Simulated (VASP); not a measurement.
**ZrSe2: single point with PBE+D3(BJ)**

The system is ZrSe2, a slab with vacuum.

```
CELL_PARAMETERS angstrom
3.75452 0.00000 0.00000
-1.87726 3.25151 0.00000
0.00000 0.00000 32.39249
ATOMIC_POSITIONS crystal
Se 0.66667 0.33333 0.45080
Se 0.33333 0.66667 0.54920
Zr 0.00000 0.00000 0.50000
```

```yaml
Program: VASP 6.6.1
Task: single point
Functional: PBE
Dispersion: D3(BJ)
Potentials_or_basis: VASP PAW PBE potentials, release 64 (Se, Zr_sv)
Cutoff: 520 eV
k_mesh: 12 × 12 × 1
Occupations: gaussian, width 0.02 eV
Spin: no spin polarisation
```

The largest force is 0.018 eV/Å and the band gap on the k mesh is 0.38 eV, indirect (least direct gap 1.10 eV). The dispersion energy per atom is -0.273 eV.

Forces in eV/Å, atoms in the order of the input:
```
Se   0.000  0.000 -0.018
Se   0.000  0.000  0.018
Zr   0.000  0.000  0.000
```

Levels at points of the mesh, in eV from the valence-band top:
```
           k point  band 8  band 9  band 10  band 11  band 12  band 13  band 14  band 15  band 16  band 17
(0.00, 0.00, 0.00)   -2.51   -2.51    -1.25     0.00     0.00     1.10     1.10     1.62     4.48     4.49
(0.50, 0.00, 0.00)   -3.25   -2.65    -2.48    -1.58    -1.06     0.38     2.65     3.04     4.76     5.32
```

Run time: 4.4 min on 1 thread of Intel(R) Xeon(R) Platinum 8559C (Emerald Rapids), with other jobs on the host, peak memory 0.53 GiB.
